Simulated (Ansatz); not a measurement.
The system is NbP.

```
Nb P
1.0
    -1.67492    1.67492    5.74011
     1.67492   -1.67492    5.74011
     1.67492    1.67492   -5.74011
Nb P
2 2
Direct
  0.24988 0.74988 0.50000
  0.49988 0.49988 0.00000
  0.83275 0.33275 0.50000
  0.08275 0.08275 0.00000
```

The cell is a database's computed one.

Base run:

| Property | Result |
| --- | --- |
| Program | Ansatz 0.2.0 |
| Functional | LDA |
| Potentials or basis | Ansatz PAW |
| Cutoff | 420 eV (not typed: the program's choice for these potentials) |
| k mesh | 11 × 11 × 11 |
| Occupations | fermi-dirac, width 0.05 eV |
| Spin | no spin polarisation |
| Hubbard terms | Nb d U = 4 eV |

Its results: pressure -7.7 GPa.

Task: The run is repeated on the same cell with these changes: hubbard terms from Nb d U = 4 eV to Nb d U = 6 eV. What comes out?

Result: Pressure -6.0 GPa.

Caveats: U without spin polarisation on a metal has little footing; the PAW data sets come from PBE, with cores solved anew for the run's functional, which leaves a small shift of forces and pressure; the U is typed as a test and isn't derived for this compound.
